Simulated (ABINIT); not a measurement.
# Si2W (I4/mmm) in ABINIT: notebook

One crystal, Si2W, is run at these levels: BLYP, BP86, PW91; tasks: band structure.

Program: ABINIT 10.8.3 (patched build). These are calculated values, not measurements. Logs are shortened: lines on timing, memory, paths and dates and some standing lists are left out, and cuts for length are marked. The log counts tension as positive stress, the text compression.

**1. Starting point**

It takes space group I4/mmm (No. 139, tetragonal). Conventional cell: a = 3.214 Å, b = 3.214 Å, c = 7.830 Å, α = 90.00°, β = 90.00°, γ = 90.00°. W (site symmetry 4/mmm) is surrounded by 10 Si at 2.62 Å. Si (site symmetry 4mm) is surrounded by 5 Si at 2.59 to 2.63 Å and 5 W at 2.62 Å.

**2. Band structure, BLYP**

The input, run.abi:

```
# Datasets: ground state, then fixed potential
ndtset 2

# Pseudopotentials
pp_dirpath "./"
pseudos "W.GGA_PBE-JTH.xml, Si.GGA_PBE-JTH.xml"

# Structure
acell 8.5542390769 8.5542390769 8.5542390769
rprim
    -0.3549820016     0.3549820016     0.8648558013
     0.3549820016    -0.3549820016     0.8648558013
     0.3549820016     0.3549820016    -0.8648558013
ntypat 2
znucl 74 14
natom 3
typat 1 2 2
xcart
     0.0000000000     0.0000000000     0.0000000000
     0.0000000000     0.0000000000     9.8440226878
     0.0000000000     0.0000000000     4.9523438954

# Plane-wave basis
ecut 15.0
pawecutdg 30.0

# Exchange and correlation
ixc -106131

# Bands and occupations
occopt 3
tsmear 0.05 eV

# SCF cycle
nstep 100

# Output
iomode 3
prtwf 0
prteig 0
prtebands 0
prtden1 1

# Dataset 1
kptopt1 1
ngkpt1 12 12 12
nshiftk1 1
shiftk1 0.0 0.0 0.0
nband1 15
tolvrs1 1.0e-9

# Dataset 2: bands along G-X-Y-S-G-Z-S1-N-P-Y1-Z
iscf2 -2
getden2 1
nband2 19
nbdbuf2 2
tolwfr2 1.0e-12
kptopt2 -10
ndivsm2 6
prteig2 1
prtvol2 -3
kptbounds2
     0.0000000000     0.0000000000     0.0000000000
     0.0000000000     0.0000000000     0.5000000000
    -0.0842355210     0.0842355210     0.5000000000
    -0.2921177605     0.2921177605     0.2921177605
     0.0000000000     0.0000000000     0.0000000000
     0.5000000000     0.5000000000    -0.5000000000
     0.2921177605     0.7078822395    -0.2921177605
     0.0000000000     0.5000000000     0.0000000000
     0.2500000000     0.2500000000     0.2500000000
     0.5000000000     0.5000000000    -0.0842355210
     0.5000000000     0.5000000000    -0.5000000000
```

Potentials or basis: JTH PAW PBE v2.0.

Started as:

```sh
abinit run.abi > log 2>&1
```

run.abo:

```text
.Version 10.8.3 of ABINIT
 DATASET    1 : space group I4/m m m (#139); Bravais tI (body-center tetrag.)
================================================================================
 Values of the parameters that define the memory need for DATASET  1.
     intxc =       0    ionmov =       0      iscf =      17    lmnmax =      18
     lnmax =       6     mgfft =      30  mpssoang =       3    mqgrid =    3001
     natom =       3  nloc_mem =       2    nspden =       1   nspinor =       1
    nsppol =       1      nsym =      16    n1xccc =       1    ntypat =       2
    occopt =       3   xclevel =       2
       mpw =         776          nfft =       27000          nkpt =         163
 PAW method is used; the additional fine FFT grid is defined by:
   mgfftf=        45    nfftf =     91125
================================================================================
================================================================================

 DATASET    2 : space group I4/m m m (#139); Bravais tI (body-center tetrag.)
================================================================================
 Values of the parameters that define the memory need for DATASET  2.
     intxc =       0    ionmov =       0      iscf =      -2    lmnmax =      18
     lnmax =       6     mgfft =      30  mpssoang =       3    mqgrid =    3001
     natom =       3  nloc_mem =       2    nspden =       1   nspinor =       1
    nsppol =       1      nsym =      16    n1xccc =       1    ntypat =       2
    occopt =       3   xclevel =       2
       mpw =         783          nfft =       27000          nkpt =         213
 PAW method is used; the additional fine FFT grid is defined by:
   mgfftf=        45    nfftf =     91125
================================================================================
================================================================================

--------------------------------------------------------------------------------
------------- Echo of variables that govern the present computation ------------
--------------------------------------------------------------------------------
 -outvars: echo values of preprocessed input variables --------
            acell      8.5542390769E+00  8.5542390769E+00  8.5542390769E+00 Bohr
              amu      1.83850000E+02  2.80855000E+01
             ecut      1.50000000E+01 Hartree
           getden1          0
           getden2          1
             iscf1         17
             iscf2         -2
              ixc     -106131
           jdtset        1    2
           kptopt1          1
           kptopt2        -10
         kptrlatt       12    0    0      0   12    0      0    0   12
          kptrlen1     7.28784218E+01
          kptrlen2     3.00000000E+01
            natom           3
            nband1         15
            nband2         19
           nbdbuf1          0
           nbdbuf2          2
           ndtset           2
           ndivsm1          0
           ndivsm2          6
            ngfft          30      30      30
          ngfftdg          45      45      45
             nkpt1        163
             nkpt2        213
            nstep         100
             nsym          16
           ntypat           2
           occopt           3
        pawecutdg      3.00000000E+01 Hartree
         pawxcdev           0
        prtebands           0
           prteig1          0
           prteig2          1
           prtvol1          0
           prtvol2         -3
            prtwf           0
            rprim     -3.5498200160E-01  3.5498200160E-01  8.6485580130E-01
                       3.5498200160E-01 -3.5498200160E-01  8.6485580130E-01
                       3.5498200160E-01  3.5498200160E-01 -8.6485580130E-01
           shiftk1     0.00000000E+00  0.00000000E+00  0.00000000E+00
           shiftk2     5.00000000E-01  5.00000000E-01  5.00000000E-01
          spgroup         139
           tolvrs1     1.00000000E-09
           tolvrs2     0.00000000E+00
           tolwfr1     0.00000000E+00
[... 268 lines left out ...]

================================================================================
 Non-SCF case, kpt    1 (  0.00000  0.00000  0.00000), residuals and eigenvalues=
  7.10E-13  9.46E-13  4.79E-13  8.07E-13  1.89E-13  3.23E-13  7.92E-13  5.82E-13
  4.61E-13  3.97E-13  7.80E-13  9.72E-13  6.72E-13  4.42E-13  9.08E-13  9.13E-13
  5.87E-13  8.70E-13  8.99E-13
 -2.3012E+00 -9.8774E-01 -9.8722E-01 -9.8722E-01 -1.0033E-01  1.6631E-01
  2.7558E-01  2.9631E-01  3.0924E-01  3.0924E-01  4.3502E-01  5.1233E-01
  5.2845E-01  5.2845E-01  5.4011E-01  5.8476E-01  6.2122E-01  6.2122E-01
  7.3186E-01
 Non-SCF case, kpt    2 (  0.00000  0.00000  0.01389), residuals and eigenvalues=
  9.78E-13  5.87E-13  7.65E-13  8.20E-13  5.54E-13  3.95E-13  7.67E-13  8.91E-13
  9.54E-13  9.67E-13  7.42E-13  6.10E-13  7.00E-13  7.72E-13  7.83E-13  8.75E-13
[... 1679 lines left out ...]
  8.79E-13  3.25E-13  7.39E-13  7.26E-13  6.77E-13  9.06E-13  5.72E-13  7.70E-13
  8.52E-13  1.57E-07  8.31E-05
 -2.3011E+00 -9.8832E-01 -9.8729E-01 -9.8729E-01 -1.7201E-02  1.2374E-02
  2.7848E-01  3.2036E-01  3.8296E-01  3.8344E-01  3.9440E-01  3.9460E-01
  4.4174E-01  5.7786E-01  5.8648E-01  6.5618E-01  7.0517E-01  7.4500E-01
  7.5110E-01
 Non-SCF case, kpt  213 (  0.50000  0.50000 -0.50000), residuals and eigenvalues=
  9.72E-13  4.95E-13  7.15E-13  6.38E-13  5.86E-13  8.69E-13  8.78E-13  3.80E-13
  7.65E-13  5.22E-13  7.15E-13  8.76E-13  5.42E-13  9.50E-13  3.48E-13  7.28E-13
  8.40E-13  6.63E-13  9.76E-13
 -2.3011E+00 -9.8833E-01 -9.8727E-01 -9.8727E-01 -1.7347E-02  1.2116E-02
  2.7873E-01  3.2122E-01  3.8321E-01  3.8321E-01  3.9467E-01  3.9467E-01
  4.4126E-01  5.7740E-01  5.8576E-01  6.5611E-01  7.1023E-01  7.4447E-01
  7.4447E-01

--- !ResultsGS
iteration_state: {dtset: 2, }
comment   : Summary of ground state results
lattice_vectors:
- [ -3.0366009,   3.0366009,   7.3981833, ]
- [  3.0366009,  -3.0366009,   7.3981833, ]
- [  3.0366009,   3.0366009,  -7.3981833, ]
lattice_lengths: [   8.55424,    8.55424,    8.55424, ]
lattice_angles: [138.415, 138.415,  60.268, ] # degrees, (23, 13, 12)
lattice_volume:   2.7287297E+02
convergence: {deltae:  0.000E+00, res2:  0.000E+00, residm:  9.996E-13, diffor:  0.000E+00, }
etotal    :  -7.68676442E+01
entropy   :   0.00000000E+00
fermie    :   4.14023604E-01
cartesian_stress_tensor: null
pressure_GPa: null
xred      :
- [  0.0000E+00,   0.0000E+00,   0.0000E+00,  W]
- [  6.6530E-01,   6.6530E-01,   0.0000E+00, Si]
- [  3.3470E-01,   3.3470E-01,   0.0000E+00, Si]
cartesian_forces: null
force_length_stats: {min: null, max: null, mean: null, }
...

 Integrated electronic density in atomic spheres:
 ------------------------------------------------
 Atom  Sphere_radius  Integrated_density
    1        2.41189         11.89820330
    2        1.90945          1.59075171
    3        1.90945          1.59075171

================================================================================

 ----iterations are completed or convergence reached----

 Mean square residual over all n,k,spin=   69.212E-14; max=  99.961E-14
 reduced coordinates (array xred) for    3 atoms
       0.000000000000      0.000000000000      0.000000000000
       0.665300000005      0.665300000005      0.000000000000
       0.334699999995      0.334699999995      0.000000000000

 cartesian coordinates (angstrom) at end:
    1      0.00000000000000     0.00000000000000     0.00000000000000
    2      0.00000000000000    -0.00000000000000     5.20923246633703
    3      0.00000000000000    -0.00000000000000     2.62066752809756
 length scales=  8.554239076900  8.554239076900  8.554239076900 bohr
              =  4.526708373040  4.526708373040  4.526708373040 angstroms
 Eigenvalues (hartree) for nkpt= 213  k points:
 kpt#   1, nband= 19, wtk=  1.00000, kpt=  0.0000  0.0000  0.0000 (reduced coord)
  -2.30115   -0.98774   -0.98722   -0.98722   -0.10033    0.16631    0.27558    0.29631
   0.30924    0.30924    0.43502    0.51233    0.52845    0.52845    0.54011    0.58476
   0.62122    0.62122    0.73186
 kpt#   2, nband= 19, wtk=  1.00000, kpt=  0.0000  0.0000  0.0139 (reduced coord)
  -2.30115   -0.98774   -0.98723   -0.98723   -0.10010    0.16653    0.27438    0.29636
   0.30866    0.31052    0.43375    0.51188    0.52862    0.52868    0.54077    0.58481
   0.62146    0.62198    0.73314
 kpt#   3, nband= 19, wtk=  1.00000, kpt=  0.0000  0.0000  0.0278 (reduced coord)
  -2.30115   -0.98773   -0.98728   -0.98727   -0.09941    0.16716    0.27121    0.29651
   0.30692    0.31390    0.43005    0.51059    0.52914    0.52935    0.54272    0.58490
   0.62221    0.62421    0.73694
 kpt#   4, nband= 19, wtk=  1.00000, kpt=  0.0000  0.0000  0.0417 (reduced coord)
  -2.30114   -0.98772   -0.98735   -0.98733   -0.09826    0.16821    0.26691    0.29677
   0.30413    0.31851    0.42422    0.50863    0.52998    0.53038    0.54579    0.58494
   0.62355    0.62775    0.74308
 kpt#   5, nband= 19, wtk=  1.00000, kpt=  0.0000  0.0000  0.0556 (reduced coord)
[... 821 lines left out ...]
   0.38118    0.38524    0.39226    0.39407    0.44515    0.58154    0.59218    0.65677
   0.68409    0.73874    0.74909
 kpt# 211, nband= 19, wtk=  1.00000, kpt=  0.5000  0.5000 -0.4723 (reduced coord)
  -2.30114   -0.98831   -0.98732   -0.98732   -0.01676    0.01314    0.27771    0.31785
   0.38227    0.38412    0.39359    0.39439    0.44310    0.57925    0.58863    0.65638
   0.69501    0.74656    0.75151
 kpt# 212, nband= 19, wtk=  1.00000, kpt=  0.5000  0.5000 -0.4861 (reduced coord)
  -2.30115   -0.98832   -0.98729   -0.98729   -0.01720    0.01237    0.27848    0.32036
   0.38296    0.38344    0.39440    0.39460    0.44174    0.57786    0.58648    0.65618
   0.70517    0.74500    0.75110
 kpt# 213, nband= 19, wtk=  1.00000, kpt=  0.5000  0.5000 -0.5000 (reduced coord)
  -2.30115   -0.98833   -0.98727   -0.98727   -0.01735    0.01212    0.27873    0.32122
   0.38321    0.38321    0.39467    0.39467    0.44126    0.57740    0.58576    0.65611
   0.71023    0.74447    0.74447

== END DATASET(S) ==============================================================
================================================================================

 -outvars: echo values of variables after computation  --------
            acell      8.5542390769E+00  8.5542390769E+00  8.5542390769E+00 Bohr
           etotal1    -7.6867644245E+01
            fcart1    -3.0842735889E-21  1.4985762619E-20 -0.0000000000E+00
                       1.9984652059E-20  2.4502161111E-20  8.6162013055E-05
                      -1.6900378470E-20 -3.9487923730E-20 -8.6162013055E-05
            rprim     -3.5498200160E-01  3.5498200160E-01  8.6485580130E-01
                       3.5498200160E-01 -3.5498200160E-01  8.6485580130E-01
                       3.5498200160E-01  3.5498200160E-01 -8.6485580130E-01
           strten1    -4.1595800354E-04 -4.1595800354E-04 -3.8026426876E-04
                       0.0000000000E+00  0.0000000000E+00  0.0000000000E+00
           xangst      0.0000000000E+00  0.0000000000E+00  0.0000000000E+00
                       3.4218326746E-17 -3.4218326746E-17  5.2092324663E+00
                       2.2381824848E-17 -2.2381824848E-17  2.6206675281E+00
             xred      0.0000000000E+00  0.0000000000E+00  0.0000000000E+00
                       6.6530000001E-01  6.6530000001E-01  0.0000000000E+00
                       3.3469999999E-01  3.3469999999E-01  0.0000000000E+00
 Calculation completed.
```

Run time: 5.9 min. Hardware: 1 thread of Intel Xeon 6975P-C (Granite Rapids), shared host; peak memory 0.17 GiB.

What came out:

```
Free energy                                           : -2091.6752 eV
Largest force                                         : 0.004 eV/Å
Band gap on the k mesh                                : none (metal or under the smearing width)
Valence electrons inside the program's atomic spheres : W 11.90; Si 1.59
```

Forces on the atoms (eV/Å):
```
W    0.000  0.000  0.000
Si   0.000  0.000  0.004
Si   0.000  0.000 -0.004
```

Levels at the corners of the path, in eV from the Fermi level:
| point | band 7 | band 8 | band 9 | band 10 | band 11 | band 12 | band 13 | band 14 | band 15 | band 16 |
| --- | --- | --- | --- | --- | --- | --- | --- | --- | --- | --- |
| Γ | -3.77 | -3.20 | -2.85 | -2.85 | 0.57 | 2.68 | 3.11 | 3.11 | 3.43 | 4.65 |
| X | -5.82 | -5.59 | -4.97 | -3.21 | -1.59 | 2.77 | 2.91 | 3.09 | 3.96 | 4.65 |
| Y | -5.71 | -5.07 | -4.11 | -3.07 | -2.19 | 1.95 | 2.17 | 2.99 | 5.18 | 5.58 |
| S | -7.64 | -2.98 | -2.71 | -2.43 | -0.32 | 1.88 | 2.66 | 3.60 | 4.32 | 4.43 |
| Γ | -3.77 | -3.20 | -2.85 | -2.85 | 0.57 | 2.68 | 3.11 | 3.11 | 3.43 | 4.65 |
| Z | -3.68 | -2.53 | -0.84 | -0.84 | -0.53 | -0.53 | 0.74 | 4.45 | 4.67 | 6.59 |
| S1 | -7.64 | -2.98 | -2.71 | -2.43 | -0.32 | 1.88 | 2.66 | 3.60 | 4.32 | 4.43 |
| N | -5.66 | -4.73 | -2.81 | -2.72 | -0.43 | 2.65 | 2.78 | 4.00 | 4.32 | 5.39 |
| P | -6.43 | -6.43 | -3.01 | -2.31 | -2.31 | 0.00 | 2.91 | 3.60 | 4.28 | 4.28 |
| Y1 | -5.71 | -5.07 | -4.11 | -3.07 | -2.19 | 1.95 | 2.17 | 2.99 | 5.18 | 5.58 |
| Z | -3.68 | -2.53 | -0.84 | -0.84 | -0.53 | -0.53 | 0.74 | 4.45 | 4.67 | 6.59 |

Caveat: the cutoff is too short for stress, so the log's stress isn't used; the PAW data sets were made with another functional, which shifts forces and pressure a little; spin-orbit coupling is left out, which moves the levels of the heavy elements.

**3. Band structure, BP86**

Changes to run.abi since step 2:

```diff
@@ -1,5 +1,3 @@
-# Datasets: ground state, then fixed potential
 ndtset 2
 
-# Pseudopotentials
 pp_dirpath "./"
@@ -7,4 +5,3 @@
 
-# Structure
-acell 8.5542390769 8.5542390769 8.5542390769
+acell 4.5267083761 4.5267083761 4.5267083761 Angstrom
 rprim
@@ -17,8 +14,7 @@
 typat 1 2 2
-xcart
+xred
      0.0000000000     0.0000000000     0.0000000000
-     0.0000000000     0.0000000000     9.8440226878
-     0.0000000000     0.0000000000     4.9523438954
+     0.6653000000     0.6653000000     0.0000000000
+     0.3347000000     0.3347000000     0.0000000000
 
-# Plane-wave basis
 ecut 15.0
@@ -26,13 +22,9 @@
 
-# Exchange and correlation
-ixc -106131
+ixc -106132
 
-# Bands and occupations
 occopt 3
-tsmear 0.05 eV
+tsmear 0.00183747
 
-# SCF cycle
 nstep 100
 
-# Output
 iomode 3
@@ -43,3 +35,2 @@
 
-# Dataset 1
 kptopt1 1
@@ -51,3 +42,2 @@
 
-# Dataset 2: bands along G-X-Y-S-G-Z-S1-N-P-Y1-Z
 iscf2 -2
@@ -60,3 +50,2 @@
 prteig2 1
-prtvol2 -3
 kptbounds2
```

Potentials or basis: JTH PAW PBE v2.0.

Started as:

```sh
abinit run.abi > log 2>&1
```

It took 6.4 min on 1 thread of Intel Xeon 6975P-C (Granite Rapids), shared host; peak memory 0.17 GiB.

Results (log left out):

```yaml
Free_energy: -2097.9681 eV
Largest_force: 0.027 eV/Å
Band_gap_on_the_k_mesh: none (metal or under the smearing width)
Valence_electrons_inside_the_program's_atomic_spheres: W 11.88; Si 1.57
```

Forces in eV/Å, atoms in the order of the input:
```
W    0.000  0.000  0.000
Si   0.000  0.000  0.027
Si   0.000  0.000 -0.027
```

Levels at the corners of the path, in eV from the Fermi level:
| point | band 7 | band 8 | band 9 | band 10 | band 11 | band 12 | band 13 | band 14 | band 15 | band 16 |
| --- | --- | --- | --- | --- | --- | --- | --- | --- | --- | --- |
| Γ | -3.76 | -3.30 | -2.86 | -2.86 | 0.59 | 2.72 | 3.10 | 3.10 | 3.16 | 4.63 |
| X | -5.94 | -5.54 | -5.01 | -3.25 | -1.70 | 2.80 | 2.93 | 3.10 | 3.93 | 4.48 |
| Y | -5.83 | -5.12 | -4.10 | -3.11 | -2.28 | 1.97 | 2.14 | 3.01 | 5.17 | 5.45 |
| S | -7.74 | -3.04 | -2.72 | -2.46 | -0.33 | 1.83 | 2.57 | 3.58 | 4.38 | 4.47 |
| Γ | -3.76 | -3.30 | -2.86 | -2.86 | 0.59 | 2.72 | 3.10 | 3.10 | 3.16 | 4.63 |
| Z | -3.80 | -2.57 | -0.85 | -0.85 | -0.52 | -0.52 | 0.76 | 4.49 | 4.79 | 6.35 |
| S1 | -7.74 | -3.04 | -2.72 | -2.46 | -0.33 | 1.83 | 2.57 | 3.58 | 4.38 | 4.47 |
| N | -5.72 | -4.82 | -2.81 | -2.76 | -0.44 | 2.67 | 2.80 | 3.98 | 4.37 | 5.24 |
| P | -6.54 | -6.54 | -3.03 | -2.39 | -2.39 | 0.04 | 2.93 | 3.60 | 4.18 | 4.18 |
| Y1 | -5.83 | -5.12 | -4.10 | -3.11 | -2.28 | 1.97 | 2.14 | 3.01 | 5.17 | 5.45 |
| Z | -3.80 | -2.57 | -0.85 | -0.85 | -0.52 | -0.52 | 0.76 | 4.49 | 4.79 | 6.35 |

Caveat: the cutoff is too short for stress, so the log's stress isn't used; the PAW data sets were made with another functional, which shifts forces and pressure a little; spin-orbit coupling is left out, which moves the levels of the heavy elements.

(Part 1 of 2 ends here.)
